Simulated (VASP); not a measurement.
# HgTe (Fm-3m) in VASP: single point with PBEsol

Aim: the single point of HgTe with PBEsol.

All numbers are computed with VASP 6.6.1; they aren't measurements. Logs are shortened: lines on timing, memory, paths and dates and some standing lists are left out, and cuts for length are marked.

## 1. The cell of the first run

The structure is cubic, space group Fm-3m (No. 225). The conventional cell has a = 6.154 Å, b = 6.154 Å, c = 6.154 Å, α = 90.00°, β = 90.00°, γ = 90.00°. Around Hg (site symmetry m-3m) lie 6 Te at 3.08 Å. Te (site symmetry m-3m) has 6 Hg at 3.08 Å as nearest neighbours.

Measurements of this composition are mostly on another form, of space group No. 216.

## 2. Single point, PBEsol (the relaxed cell repeated 8 times, on the trajectory's mesh)

Contents of INCAR:

```
  PREC = Accurate
  ENCUT = 520
  EDIFF = 1E-7
  ISMEAR = 0
  SIGMA = 0.1
  LREAL = Auto
  LASPH = T
  NELM = 100
  ALGO = Fast
  ISIF = 2
  LWAVE = F
  LCHARG = T
  GGA = PS
  LELF = T
  LVHAR = T
  NBANDS = 86
  ISYM = 0
```

Contents of KPOINTS:

```
Automatic mesh
0
Gamma
  2 2 2
  0.5 0.5 0.5
```

Contents of POSCAR:

```
HgTe
1.0
    6.1542340000      0.0000000000     -6.1542340000
    0.0000000000      6.1542340000     -6.1542340000
    6.1542340000      6.1542340000      0.0000000000
Hg Te
8 8
Direct
    0.5000000000      0.5000000000      0.0000000000
    0.5000000000      0.5000000000      0.5000000000
    0.5000000000      0.0000000000      0.0000000000
    0.5000000000      0.0000000000      0.5000000000
    0.0000000000      0.5000000000      0.0000000000
    0.0000000000      0.5000000000      0.5000000000
    0.0000000000      0.0000000000      0.0000000000
    0.0000000000      0.0000000000      0.5000000000
    0.2500000000      0.2500000000      0.7500000000
    0.2500000000      0.2500000000      0.2500000000
    0.2500000000      0.7500000000      0.7500000000
    0.2500000000      0.7500000000      0.2500000000
    0.7500000000      0.2500000000      0.7500000000
    0.7500000000      0.2500000000      0.2500000000
    0.7500000000      0.7500000000      0.7500000000
    0.7500000000      0.7500000000      0.2500000000
```

Potentials or basis: VASP PAW PBE potentials, release 64 (Hg, Te).

Started as:

```sh
cat potpaw_PBE.64/Hg/POTCAR potpaw_PBE.64/Te/POTCAR > POTCAR
mpirun -np 1 vasp_std > vasp.out
```

OUTCAR:

```text
PREC = Accurate
   ENCUT = 520
   EDIFF = 1E-7
   ISMEAR = 0
   LREAL = Auto
   LASPH = T
   NELM = 100
   ISIF = 2
   GGA = PS
   ISYM = 0

 ion  position               nearest neighbor table
   1  0.500  0.500  0.000-  10 3.08  11 3.08  12 3.08  13 3.08  14 3.08  15 3.08
   2  0.500  0.500  0.500-   9 3.08  11 3.08  12 3.08  13 3.08  14 3.08  16 3.08
   3  0.500  0.000  0.000-   9 3.08  10 3.08  12 3.08  13 3.08  15 3.08  16 3.08
   4  0.500  0.000  0.500-   9 3.08  10 3.08  11 3.08  14 3.08  15 3.08  16 3.08
   5  0.000  0.500  0.000-   9 3.08  10 3.08  11 3.08  14 3.08  15 3.08  16 3.08
   6  0.000  0.500  0.500-   9 3.08  10 3.08  12 3.08  13 3.08  15 3.08  16 3.08
[... 8 lines left out ...]
  15  0.750  0.750  0.750-   1 3.08   3 3.08   4 3.08   5 3.08   6 3.08   8 3.08
  16  0.750  0.750  0.250-   2 3.08   3 3.08   4 3.08   5 3.08   6 3.08   7 3.08

IMPORTANT INFORMATION: All symmetrisations will be switched off!
NOSYMM: (Re-)initialisation of all symmetry stuff for point group C_1.

----------------------------------------------------------------------------------------

                                     Primitive cell

  volume of cell :     466.1783

  direct lattice vectors                    reciprocal lattice vectors
     6.154234000  0.000000000 -6.154234000     0.081244880 -0.081244880 -0.081244880
     0.000000000  6.154234000 -6.154234000    -0.081244880  0.081244880 -0.081244880
     6.154234000  6.154234000  0.000000000     0.081244880  0.081244880  0.081244880

  length of vectors
     8.703401189  8.703401189  8.703401189     0.140720259  0.140720259  0.140720259

  position of ions in fractional coordinates (direct lattice)
     0.500000000  0.500000000  0.000000000
     0.500000000  0.500000000  0.500000000
     0.500000000  0.000000000  0.000000000
     0.500000000  0.000000000  0.500000000
     0.000000000  0.500000000  0.000000000
     0.000000000  0.500000000  0.500000000
[... 8 lines left out ...]
     0.750000000  0.750000000  0.750000000
     0.750000000  0.750000000  0.250000000

  ion indices of the primitive-cell ions
   primitive index   ion index
                 1           1
                 2           2
                 3           3
                 4           4
                 5           5
                 6           6
[... 8 lines left out ...]
                15          15
                16          16

----------------------------------------------------------------------------------------

 KPOINTS: Automatic mesh

Automatic generation of k-mesh.
 Grid dimensions read from file:
 generate k-points for:    2    2    2

 Generating k-lattice:

  Cartesian coordinates                     Fractional coordinates (reciprocal lattice)
     0.040622440 -0.040622440 -0.040622440     0.500000000  0.000000000  0.000000000
    -0.040622440  0.040622440 -0.040622440     0.000000000  0.500000000  0.000000000
     0.040622440  0.040622440  0.040622440     0.000000000  0.000000000  0.500000000

  Length of vectors
     0.070360130  0.070360130  0.070360130

  Shift w.r.t. Gamma in fractional coordinates (k-lattice)
     0.500000000  0.500000000  0.500000000

 Subroutine IBZKPT returns following result:
 ===========================================

 Found     16 irreducible k-points:

 Following reciprocal coordinates:
            Coordinates               Weight
  0.250000  0.250000  0.250000      2.000000
  0.250000  0.000000  0.000000      2.000000
  0.000000  0.000000 -0.250000      2.000000
  0.000000  0.250000  0.000000      2.000000
 -0.250000  0.250000  0.250000      2.000000
  0.250000 -0.250000  0.250000      2.000000
[... 8 lines left out ...]
  0.000000  0.250000  0.500000      2.000000
  0.500000  0.250000  0.000000      2.000000
   k-points           NKPTS =     16   k-points in BZ     NKDIM =     16   number of bands    NBANDS=     86
   number of dos      NEDOS =    301   number of ions     NIONS =     16
   total plane-waves  NPLWV = 343000
   dimension x,y,z NGX =    70 NGY =   70 NGZ =   70
   dimension x,y,z NGXF=   140 NGYF=  140 NGZF=  140
   ions per type =               8   8
   NGX,Y,Z   is equivalent  to a cutoff of  13.37, 13.37, 13.37 a.u.
   NGXF,Y,Z  is equivalent  to a cutoff of  26.74, 26.74, 26.74 a.u.
 SYSTEM =  unknown system
   PREC   = accura    normal or accurate (medium, high low for compatibility)
   ISTART =      0    job   : 0-new  1-cont  2-samecut
   ICHARG =      2    charge: 1-file 2-atom 10-const
   ISPIN  =      1    spin polarized calculation?
   LNONCOLLINEAR =      F non collinear calculations
   LSORBIT =      F    spin-orbit coupling
   LASPH  =      T    aspherical Exc in radial PAW
   ENCUT  =  520.0 eV  38.22 Ry    6.18 a.u.  16.18 16.18 16.18*2*pi/ulx,y,z
   NELM   =    100;   NELMIN=  2; NELMDL= -5     # of ELM steps
   EDIFF  = 0.1E-06   stopping-criterion for ELM
   LREAL  =      T    real-space projection
   EDIFFG = 0.1E-05   stopping-criterion for IOM
   NSW    =      0    number of steps for IOM
   IBRION =     -1    ionic relax: 0-MD 1-quasi-New 2-CG
   NFREE  =      0    steps in history (QN), initial steepest desc. (CG)
   ISIF   =      2    stress and relaxation
   ISYM   =      0    0-nonsym 1-usesym 2-fastsym
   POTIM  = 0.5000    time-step for ionic-motion
   TEBEG  =    0.0;   TEEND  =   0.0 temperature during run
   PSTRESS=    0.0 pullay stress
   NELECT =     144.0000    total number of electrons
   NUPDOWN=      -1.0000    fix difference up-down
   EMIN   =  10.00;   EMAX   =-10.00  energy-range for DOS
   EFERMI =   0.00;   METHOD = LEGACY
   ISMEAR =     0;   SIGMA  =   0.10  broadening in eV -4-tet -1-fermi 0-gaus
   EFERMI_NEDOS =   21; number of points for ismear=-14 and -15
   IALGO  =     68    algorithm
   IMIX   =      4    mixing-type and parameters
     AMIX     =   0.40;   BMIX     =  1.00
     AMIX_MAG =   1.60;   BMIX_MAG =  1.00
  volume/ion in A,a.u.               =      29.14       196.62
  Fermi-wavevector in a.u.,A,eV,Ry     =   1.106653  2.091272 16.662809  1.224682
  Thomas-Fermi vector in A             =   2.243157
   LORBIT       =      0    0 simple, 1 ext, 2 COOP (PROOUT), +10 PAW based schemes
   GGA     = PS    functional components
   LHFCALC =     F    Hartree Fock is set to
   AEXX    =    0.0000 exact exchange contribution
   IVDW    =     0    specifies the selected vdW correction
   LEPSILON=     F    determine dielectric tensor
   LRPA    =     F    only Hartree local field effects (RPA)
 non-spin polarized calculation
 RMM-DIIS sequential band-by-band and
 Gauss-broadening in eV      SIGMA  =   0.10
  energy-cutoff  :      520.00
  volume of cell :      466.18
 maximum number of plane-waves:     12569
 NGX is ok and might be reduce to    70
   NGX = 33   NGY = 33   NGZ = 33

 number of electron     143.9999992 magnetization

 Free energy of the ion-electron system (eV)
  ---------------------------------------------------
  ext. energy  EPLUGINS =         0.00000000
  ---------------------------------------------------
  free energy    TOTEN  =       -33.53325480 eV

  energy without entropy =      -33.46776966  energy(sigma->0) =      -33.50051223

 E-fermi :   3.9679     XC(G=0):  -9.9205

 val. band max:        3.9678842435   @ k =   0.2500   0.0000   0.5000
 cond. band min:       4.0167179112   @ k =   0.2500   0.2500   0.2500
 fundamental gap:      0.0488336677
 Fermi energy:         3.9679466871

 k-point     1 :       0.2500    0.2500    0.2500
  band No.  band energies     occupation
      1      -7.8253      2.00000
      2      -7.0342      2.00000
      3      -6.9505      2.00000
      4      -6.9505      2.00000
      5      -6.9505      2.00000
      6      -6.8367      2.00000
[... 76 lines left out ...]
     83       7.5610      0.00000
     84       7.7036      0.00000

 k-point     2 :       0.2500    0.0000    0.0000
  band No.  band energies     occupation
      1      -7.8253      2.00000
      2      -7.0342      2.00000
      3      -6.9505      2.00000
      4      -6.9505      2.00000
      5      -6.9505      2.00000
      6      -6.8367      2.00000
[... 1207 lines left out ...]
     83       8.0675      0.00000
     84       8.2738      0.00000

 k-point    16 :       0.5000    0.2500    0.0000
  band No.  band energies     occupation
      1      -7.5265      2.00000
      2      -7.2586      2.00000
      3      -7.1453      2.00000
      4      -6.9565      2.00000
      5      -6.9565      2.00000
      6      -6.8445      2.00000
[... 76 lines left out ...]
     83       8.0675      0.00000
     84       8.2738      0.00000
 [bands above 84 left out]

------------------------ aborting loop because EDIFF is reached ----------------------------------------

  FORCE on cell =-STRESS in cart. coord.  units (eV):
  Direction    XX          YY          ZZ          XY          YZ          ZX
  --------------------------------------------------------------------------------------
  -------------------------------------------------------------------------------------
  Total      -10.7407275    -10.7407206    -10.7407203      0.0000083     -0.0000045     -0.0000007
  in kB      -36.9140987    -36.9140749    -36.9140740      0.0000285     -0.0000155     -0.0000023
  external PRESSURE =     -36.9140825 kB  Pullay stress =       0.0000000 kB

 VOLUME and BASIS-vectors are now :
 -----------------------------------------------------------------------------
  energy-cutoff  :      520.00
  volume of cell :      466.18
      direct lattice vectors                 reciprocal lattice vectors
     6.154234000  0.000000000 -6.154234000     0.081244880 -0.081244880 -0.081244880
     0.000000000  6.154234000 -6.154234000    -0.081244880  0.081244880 -0.081244880
     6.154234000  6.154234000  0.000000000     0.081244880  0.081244880  0.081244880

 POSITION                                       TOTAL-FORCE (eV/Angst)
 -----------------------------------------------------------------------------------
      3.07712      3.07712     -6.15423         0.000001      0.000000      0.000000
      6.15423      6.15423     -6.15423        -0.000000     -0.000001     -0.000000
      3.07712      0.00000     -3.07712         0.000000      0.000001     -0.000000
      6.15423      3.07712     -3.07712        -0.000001     -0.000000     -0.000000
      0.00000      3.07712     -3.07712         0.000000      0.000000      0.000001
      3.07712      6.15423     -3.07712         0.000000      0.000000     -0.000000
[... 8 lines left out ...]
      9.23135      9.23135     -9.23135         0.000001     -0.000002     -0.000001
      6.15423      6.15423     -9.23135        -0.000000     -0.000000     -0.000000
 -----------------------------------------------------------------------------------
    total drift:                                0.000000     -0.000000     -0.000000

  FREE ENERGIE OF THE ION-ELECTRON SYSTEM (eV)
  ---------------------------------------------------
  free  energy   TOTEN  =       -33.5332547985 eV

  energy  without entropy=      -33.4677696599  energy(sigma->0) =      -33.50051223
```

Run time: 16 min. Hardware: 1 thread of AMD EPYC 9R45 (Zen 5), shared host; peak memory 0.9 GiB.

Results:

* Free energy: -33.5333 eV
* Pressure: -3.7 GPa
* Band gap on the k mesh: none (metal or under the smearing width)

Levels at points of the mesh, in eV from the Fermi level:
| k point | band 70 | band 71 | band 72 | band 73 | band 74 | band 75 |
| --- | --- | --- | --- | --- | --- | --- |
| (0.25, 0.25, 0.25) | -0.59 | -0.31 | -0.31 | -0.31 | 0.05 | 0.05 |

Caveat: the k mesh is coarse (spacing up to 0.44 Å⁻¹), so the values aren't converged; the PAW data sets were made with another functional, which shifts forces and pressure a little. The run has no spin-orbit coupling, so splittings on Hg, Te are missing.
